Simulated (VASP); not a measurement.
Set up this calculation in VASP 6.6.1, as the native input.

* Task: single point
* Functional: PBE
* Potentials or basis: VASP PAW PBE potentials, release 64 (O, H, C)
* Cutoff: 520 eV
* k mesh: 1 × 1 × 1
* Occupations: fermi-dirac, width 0.02 eV
* Spin: no spin polarisation
* Dipole correction: no
* Further INCAR settings: LREAL = Auto; ALGO = Normal; EDIFF = 1e-06; NBANDS = 47

The structure of H14CO7 lies in POSCAR:

```
H14CO7
1.0
    6.2230840000      0.0000000000      0.0000000000
    0.0000000000      6.2230840000      0.0000000000
    0.0000000000      0.0000000000      6.2230840000
O H C
7 14 1
Direct
    0.5139895267      0.0482397474      0.5045247662
    0.3070985383      0.3559007078      0.8054205921
    0.8822313824      0.0600345424      0.8220843556
    0.4223629313      0.9145144112      0.0796550392
    0.9594599719      0.7129583981      0.1023447538
    0.6079140182      0.4829598958      0.2409898372
    0.2286326201      0.7174899134      0.5603491774
    0.4528301402     -0.0948725744      0.5598349629
    0.4598845203      0.1405251801      0.6211389723
    0.2602407424      0.4677423605      0.7113032702
    0.1654806524      0.2889403389      0.8529050869
    0.8093896852     -0.0462793046      0.9098382731
    0.7793563449      0.0551816431      0.6985282538
    0.4187152222      0.9898629040      0.2080479711
    0.2730800356      0.8747592030      0.0628627221
    0.8331399673      0.6050858385      0.1412965019
    1.0708516870      0.6101958450      0.0547477746
    0.5338832000      0.6136025161      0.1798465198
    0.5663108517      0.3800205814      0.1291481844
    0.0435796785      0.9318370120      0.4239859208
   -0.1020233698      0.6869744969      0.5427534001
    0.0437403705      0.7834861300      0.5181514503
```

The cell was built by a generator and needn't be a form met in nature.

The input as run:

INCAR

```
PREC = Accurate
ENCUT = 520
EDIFF = 1E-6
ISMEAR = -1
SIGMA = 0.02
LREAL = Auto
LASPH = True
NELM = 80
ALGO = Normal
ISIF = 2
LWAVE = False
LCHARG = False
GGA = PE
NBANDS = 47
```

KPOINTS

```
Automatic mesh
0
Gamma
  1 1 1
```

Potentials or basis: VASP PAW PBE potentials, release 64 (O, H, C).

Run with:

```sh
$ cat potpaw_PBE.64/O/POTCAR potpaw_PBE.64/H/POTCAR potpaw_PBE.64/C/POTCAR > POTCAR
$ mpirun -np 1 vasp_gam > vasp.out
```

It gave:

* Pressure: -0.6 GPa
* Largest force: 3.272 eV/Å
* Band gap on the k mesh: 4.01 eV, direct

Caveat: the standard files for N, O and F lose accuracy on very short bonds.

Wall time 29 s on 1 thread of AMD EPYC 7R43 64-Core Processor (Zen 3), with other jobs on the host, peak memory 0.28 GiB.
